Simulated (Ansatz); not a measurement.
# CaO: convergence with LAPW's basis error target

The task here is to estimate one member of a computed series from the others.

The COD cell was measured well above room temperature, so it is larger than a cold one.

Method: DFT, PBE, all-electron LAPW, scalar-relativistic, in Ansatz 0.2.0.

### Starting point

Symmetry: Fm-3m, No. 225, cubic system. Conventional cell: a = 4.898 Å, b = 4.898 Å, c = 4.898 Å, α = 90.00°, β = 90.00°, γ = 90.00°. Ca (site symmetry m-3m) has 6 O at 2.45 Å as nearest neighbours. Around O (site symmetry m-3m) lie 6 Ca at 2.45 Å.

As a file:

```cif
data_structure
_symmetry_space_group_name_H-M 'Fm-3m'
_symmetry_Int_Tables_number 225
_cell_length_a 4.8980
_cell_length_b 4.8980
_cell_length_c 4.8980
_cell_angle_alpha 90.000
_cell_angle_beta 90.000
_cell_angle_gamma 90.000
_cell_volume 117.50
loop_
_atom_site_label
_atom_site_type_symbol
_atom_site_symmetry_multiplicity
_atom_site_Wyckoff_symbol
_atom_site_fract_x
_atom_site_fract_y
_atom_site_fract_z
_atom_site_occupancy
Ca1 Ca 4 a 0.00000 0.00000 0.00000 1
O1 O 4 b 0.50000 0.00000 0.00000 1
```

The file gives the conventional cell by its symmetry; the runs use the cell typed in the input.

The geometry is a database entry used as it stands. It may stem from high pressure or temperature, or be incomplete, so it serves as a test cell.

Atoms are numbered in the order of the input: Ca1, O2.

Set-up of the first run:

The input, input.yaml:

```yaml
crystal:
  lattice:
    - [0.0, 2.449, 2.449]
    - [2.449, 0.0, 2.449]
    - [2.449, 2.449, 0.0]
  atoms:
    - { symbol: Ca, position: [0.0, 0.0, 0.0] }
    - { symbol: O, position: [0.5, 0.5, 0.5] }
kpoints:
  mp_grid: { grid: [11, 11, 11] }
scf:
  occupations: { method: fermi_dirac, width: 0.02 }
hamiltonian:
  xc: pbe
  pseudopotentials: { kind: all_electron, lapw: { basis_error: 0.03 } }
output:
  forces: true
  stress: true
  eigenvalues: true
```

Steps of the session up to this table: With basis error target 0.03 eV/atom; With basis error target 0.01 eV/atom; With basis error target 0.003 eV/atom; With basis error target 0.0001 eV/atom.

One table of the session follows, with a row left open; its other results are not shown here.

It belongs to the step «The sweep in one table». 

```
basis error target (eV/atom)  pressure (GPa)
                        0.03           -3.92
                        0.01               ?
                       0.003           -3.98
                      0.0001           -3.99
```

Estimate the missing values for basis error target (eV/atom) = 0.01.

Worked estimate for «pressure (GPa)». A straight line through the neighbours (0.03, -3.92) and (0.003, -3.98) gives -3.92 + (-3.98 + 3.92) × (0.01 − 0.03) / (0.003 − 0.03) = -3.96; a parabola fitted to 3 rows on both sides gives -3.96.

**Answer.** pressure (GPa): -3.97. In «pressure (GPa)» the line misses by +0.01 and the parabola by +0.01.

Energies are those extrapolated to zero smearing.
